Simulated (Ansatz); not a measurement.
Runs of Ansatz 0.2.0 on TiTe2. The structure is tetragonal, space group P4/mmm (No. 123). The conventional cell has a = 3.026 Å, b = 3.026 Å, c = 9.302 Å, α = 90.00°, β = 90.00°, γ = 90.00°. Ti (site symmetry 4/mmm) is surrounded by 2 Te at 2.74 Å and 4 Ti at 3.03 Å. Around Te (site symmetry 4mm) lie 1 Ti at 2.74 Å and 4 Te at 3.03 Å. The cell was built by a generator and needn't be a form met in nature.

```tsv
task	level	U	cell	hubbard projectors	double counting	gap on the mesh (eV)	pressure (GPa)	relaxed volume (Å³/atom)	largest force (eV/Å)
single point	LDA+U	Ti d U = 2 eV	as given	ortho-atomic (the default)	fll (the default)	none	0.1	-	0.11
relaxation of cell and atoms	revPBE+D3(BJ)	-	relaxed	-	-	none	0.0	27.60	-
single point	LDA+U	Ti d U = 4 eV	as given	ortho-atomic (the default)	fll (the default)	none	(c)	-	(a)
relaxation of cell and atoms	PBEsol+D3(BJ)	-	relaxed	-	-	none	0.0	26.99	-
single point	LDA+U	Ti d U = 5 eV	as given	ortho-atomic (the default)	fll (the default)	none	4.8	-	(b)
```

Alike in all rows: potentials or basis Ansatz PAW; no spin polarisation; k mesh 9 × 9 × 3; cutoff (eV) 420; smearing fermi-dirac 0.05 eV.

Question: Fill in the values left out.

Answer: (a) 0.18; (b) 0.34; (c) 3.4.

Caveats: the PAW data sets come from PBE, with cores solved anew for the run's functional, which leaves a small shift of forces and pressure; U without spin polarisation on a metal has little footing (some runs); the U is typed as a test and isn't derived for this compound (some runs); the plane-wave basis is chosen anew once the cell has moved, so the energies of steps on either side of that aren't comparable (some runs); the potentials were made for another functional, which shifts forces and pressure (some runs).

A k mesh can miss the band edges, and the runs leave out spin-orbit coupling on Te.

A gap of «none» marks a metal or a gap under the smearing width.

Not every run made on this cell is shown here.
